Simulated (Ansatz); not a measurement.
GaN (rocksalt), relaxed with r2SCAN: 5 runs in Ansatz 0.2.0, each a construction of maximally localised Wannier functions. Space group Fm-3m (No. 225), cubic; conventional cell a = 4.217 Å, 9.37 Å³ an atom. Around Ga lie 6 N at 2.11 Å; around N lie 6 Ga at 2.11 Å. Spin-unpolarised throughout. Whether this structure exists isn't addressed.

```xyz
2
Lattice="0.0000 2.1085 2.1085 2.1085 0.0000 2.1085 2.1085 2.1085 0.0000" Properties=species:S:1:pos:R:3 pbc="T T T"
Ga    0.0000    0.0000    0.0000
N     2.1085    2.1085    2.1085
```

Windows count from the top of the filled bands; a dash means that no such window was set (without an outer window there is no disentanglement). Rows marked drawn have settings drawn at random (some not listed).

```tsv
functional	SCF mesh	trial orbitals	functions	mesh	window (eV)	frozen (eV)	settings	Ω total (Å²)	Ω invariant (Å²)	largest spread (Å²)	least projectability	interpolation miss of the model's filled bands (eV, to the nearest computed level)
PBE	8×8×8	N p	3	6×6×6	–	–	chosen	5.12	5.02	1.71	0.62	0.128
r2SCAN	8×8×8	N p	3	6×6×6	–	–	chosen	4.89	4.81	1.63	0.65	0.112
HSE06	6×6×6	N p	3	6×6×6	–	–	chosen	4.78	4.71	1.59	0.65	–
PBE	8×8×8	N s, N p, Ga d	9	6×6×6	–	–	drawn	5.68	4.80	1.11	0.73	0.128
PBE	8×8×8	N p	3	4×4×4	–	–	drawn	4.45	4.37	1.48	0.59	0.401
```
